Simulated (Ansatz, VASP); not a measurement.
**One calculation of MgB2, two programs**

File INCAR:

```
SYSTEM = MgB2
PREC = Accurate
ENCUT = 520
EDIFF = 1E-6
ISMEAR = -1
SIGMA = 0.05
LREAL = .FALSE.
LASPH = .TRUE.
NELM = 100
ALGO = Normal
ISIF = 2
LWAVE = .FALSE.
LCHARG = .FALSE.
GGA = PE
NBANDS = 11
```

KPOINTS

```
Automatic mesh
0
G
  12 12 9
  0 0 0
```

The input POSCAR:

```
MgB2
1.0
    3.1054317692      0.0000000000      0.0000000000
   -1.5527158846      2.6893828019      0.0000000000
    0.0000000000      0.0000000000      3.5463318058
Mg B
1 2
Direct
    0.0000000000      0.0000000000      0.0000000000
    0.3333333333      0.6666666667      0.5000000000
    0.6666666667      0.3333333333      0.5000000000
```

Input for Ansatz:

```yaml
crystal:
  lattice:
    - [3.1054317692, 0.0, 0.0]
    - [-1.5527158846, 2.6893828019, 0.0]
    - [0.0, 0.0, 3.5463318058]
  atoms:
    - { symbol: Mg, position: [0.0, 0.0, 0.0] }
    - { symbol: B, position: [0.3333333333, 0.6666666667, 0.5] }
    - { symbol: B, position: [0.6666666667, 0.3333333333, 0.5] }
kpoints:
  mp_grid: { grid: [12, 12, 9] }
  band_path:
    path:
      - [0.0, 0.0, 0.0]
      - [0.5, 0.0, 0.0]
      - [0.3333333333, 0.3333333333, 0.0]
      - [0.0, 0.0, 0.0]
      - [0.0, 0.0, 0.5]
      - [0.5, 0.0, 0.5]
      - [0.3333333333, 0.3333333333, 0.5]
      - [0.0, 0.0, 0.5]
      - [0.5, 0.0, 0.5]
    npoints: 5
scf:
  occupations: { method: fermi_dirac, width: 0.05 }
hamiltonian:
  xc: pbe
  pseudopotentials: { kind: all_electron, lapw: { basis_error: 0.0005 } }
output:
  forces: true
  stress: true
  eigenvalues: true
```

Change from the starting cell: volume scaled by 1.02.

Alike in both runs: task single point; functional PBE; k mesh 12 × 12 × 9; occupations fermi-dirac, width 0.05 eV; no spin polarisation.

|  | VASP | Ansatz |
| --- | --- | --- |
| version | VASP 6.6.1 | Ansatz 0.2.0 |
| potentials or method | VASP PAW PBE potentials, release 64 (Mg, B) | all-electron LAPW, scalar-relativistic |
| plane-wave cutoff (eV) | 520 | see its input |

|  | VASP | Ansatz | Ansatz less VASP |
| --- | --- | --- | --- |
| pressure (GPa) | -4.1 | -3.9 | +0.23 |
| largest component of the traceless stress (GPa) | 1.04 | 1.20 | +0.153 |

Ansatz ran all-electron here, so the differences hold the error of VASP's frozen core and of both bases.
